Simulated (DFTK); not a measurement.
Al2O3 (Corundum): band structure with LDA

**The experiment to reproduce.**

From “Multi-petahertz electron interference in Cr:Al2O3 solid-state material”, 2018, pmc:5906618, for a bulk crystal of Al2O3: band gap 8.7 eV (optical).

Crystal: Al2O3 (Corundum).

```xyz
10
Lattice="2.3803 1.3742 4.3319 -2.3803 1.3742 4.3319 0.0000 -2.7485 4.3319" Properties=species:S:1:pos:R:3 pbc="T T T"
Al    0.0000    0.0000   11.0743
Al    0.0000    0.0000    8.4191
Al    0.0000    0.0000    1.9213
Al    0.0000    0.0000    4.5765
O    -1.6503   -0.1099    5.4148
O     0.7300    1.4841    5.4148
O     0.9203   -1.3742    5.4148
O     1.6503    0.1099    7.5808
O    -0.7300   -1.4841    7.5808
O    -0.9203    1.3742    7.5808
```

| Item | Value |
| --- | --- |
| Program | DFTK 0.8.2 |
| Task | band structure |
| Functional | LDA |
| Potentials or basis | dojo.nc.sr.lda.v0_4_1.standard.upf (LDA) |
| Cutoff | 1143 eV |
| k mesh | 4 × 4 × 4 |
| Occupations | fermi-dirac, width 0.05 eV |
| Spin | no spin polarisation |
| Valence electrons | Al 3, O 6 |
| SCF tolerance on the density | 1e-06 |

```
Pressure                : -7.3 GPa
Largest force           : 0.134 eV/Å
Band gap on the k mesh  : 6.21 eV, direct
Band gap along the path : 6.21 eV, direct
```

Forces in eV/Å, atoms in the order of the input:
```
Al   0.000  0.000 -0.054
Al   0.000  0.000  0.054
Al   0.000  0.000  0.054
Al   0.000  0.000 -0.054
O   -0.067 -0.116  0.000
O   -0.067  0.116  0.000
O    0.134  0.000  0.000
O    0.067  0.116  0.000
O    0.067 -0.116  0.000
O   -0.134  0.000  0.000
```

Stress tensor (GPa, compression positive):
```
-7.21  0.00  0.00
 0.00 -7.21  0.00
 0.00  0.00 -7.35
```

Levels at the corners of the path, in eV from the valence-band top:
```tsv
point	band 20	band 21	band 22	band 23	band 24	band 25	band 26	band 27	band 28	band 29
Γ	-0.49	-0.49	-0.04	-0.04	0.00	6.21	9.01	10.50	11.37	11.37
L	-1.34	-0.91	-0.91	-0.27	-0.27	9.33	9.33	9.49	9.49	11.57
B1	-1.20	-0.85	-0.85	-0.50	-0.50	9.56	9.56	9.97	9.97	10.39
B	-1.20	-0.85	-0.85	-0.50	-0.50	9.56	9.56	9.97	9.97	10.39
Z	-2.02	-0.38	-0.38	-0.38	-0.38	8.58	8.58	10.82	10.82	12.25
Γ	-0.49	-0.49	-0.04	-0.04	0.00	6.21	9.01	10.50	11.37	11.37
X	-1.12	-0.89	-0.84	-0.56	-0.28	9.38	9.38	9.60	10.03	10.52
Q	-1.12	-0.89	-0.84	-0.56	-0.28	9.38	9.38	9.60	10.03	10.52
F	-1.31	-1.03	-0.93	-0.74	-0.25	9.42	9.62	9.78	10.27	10.89
P1	-1.08	-1.04	-0.86	-0.75	-0.46	9.57	9.74	10.05	10.23	10.26
Z	-2.02	-0.38	-0.38	-0.38	-0.38	8.58	8.58	10.82	10.82	12.25
L	-1.34	-0.91	-0.91	-0.27	-0.27	9.33	9.33	9.49	9.49	11.57
P	-1.08	-1.04	-0.86	-0.75	-0.46	9.57	9.74	10.05	10.23	10.26
```

Wall time 4.9 min on 1 thread of Intel(R) Xeon(R) 6975P-C (Granite Rapids), with other jobs on the host, peak memory 3.2 GiB.

A measured gap of Al2O3 is 8.7 eV (optical; quoted in “Multi-petahertz electron interference in Cr:Al2O3 solid-state material”, 2018, pmc:5906618); the calculated 6.21 eV misses it by -2.49 eV. The value is that of LDA, without temperature or zero-point motion. Semilocal functionals fall short of measured gaps as a rule.
